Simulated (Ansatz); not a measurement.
Ru:

```
CELL_PARAMETERS angstrom
2.70580 0.00000 0.00000
-1.35290 2.34329 0.00000
0.00000 0.00000 4.28190
ATOMIC_POSITIONS crystal
Ru 0.66667 0.33333 0.75000
Ru 0.33333 0.66667 0.25000
```

* Program: Ansatz 0.2.0
* Task: relaxation of cell and atoms
* Functional: PBEsol
* Dispersion: D3(BJ)
* Potentials or basis: Ansatz PAW
* Cutoff: 420 eV (not typed: the program's choice for these potentials)
* k mesh: 11 × 11 × 6
* Occupations: fermi-dirac, width 0.05 eV
* Spin: no spin polarisation

At the start: volume 13.57 Å³/atom.

Q: Where does the relaxation end?

A: It ends after 5 steps and the volume is 13.04 Å³/atom (-3.9 %); space group P6_3/mmc (No. 194, to 0.05 Å).

Step by step:
| step | energy change (eV) | largest force (eV/Å) | volume (Å³) |
| --- | --- | --- | --- |
| 1 | 0.0000 | 0.0000 | 27.15 |
| 2 | -0.0455 | 0.0000 | 26.18 |
| 3 | -0.0459 | 0.0000 | 26.08 |
| 4 | -0.0459 | 0.0000 | 26.09 |
| 5 | -0.0455 | 0.0000 | 26.09 |

Final structure:
```
CELL_PARAMETERS angstrom
2.66944 0.00000 0.00000
-1.33472 2.31180 0.00000
0.00000 0.00000 4.22766
ATOMIC_POSITIONS crystal
Ru 0.66667 0.33333 0.75000
Ru 0.33333 0.66667 0.25000
```

Caveat: the plane-wave basis is chosen anew once the cell has moved, so the energies of steps on either side of that aren't comparable; the PAW data sets come from PBE, with cores solved anew for the run's functional, which leaves a small shift of forces and pressure.
